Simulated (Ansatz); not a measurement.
CdI2 (P-3m1) from a database structure was relaxed with 3 functionals in Ansatz, cell and atoms free, the symmetry of the start kept (meshes: PBE-D3(BJ) 6×6×2, r2SCAN+rVV10 6×6×2, PBE-D4 6×6×2). No spin polarisation and no zero-point or thermal motion.

The PBE-D3(BJ) result:
```
Cd I
1.0
     4.24355    0.00000    0.00000
    -2.12177    3.67502    0.00000
     0.00000    0.00000   20.49602
Cd I
3 6
Direct
  0.66667 0.33333 0.33289
  0.33333 0.66667 0.66711
  0.00000 0.00000 0.00000
  0.33333 0.66667 0.08438
  0.33333 0.66667 0.41726
  0.66667 0.33333 0.91562
  0.66667 0.33333 0.58274
  0.00000 0.00000 0.24854
  0.00000 0.00000 0.75146
```

Space group P-3m1 (No. 164), trigonal; conventional cell a = 4.244 Å, c = 20.496 Å, 35.52 Å³ an atom. Cd has 6 I at 3.00 Å; I has 3 Cd at 3.00 Å.

Problem. How does the cell change with r2SCAN+rVV10?

Solution. a = 4.247 Å, c = 20.692 Å; the volume differs by +1.1 % from PBE-D3(BJ)'s. Cd has 6 I at 2.99 Å; I has 3 Cd at 2.99 Å (further sites aren't listed).

Problem. What lattice does PBE-D4 give?

Solution. a = 4.241 Å, c = 20.468 Å; the volume differs by -0.3 % from PBE-D3(BJ)'s. Cd is surrounded by 6 I at 3.00 Å; I is surrounded by 3 Cd at 3.00 Å (further sites aren't listed).
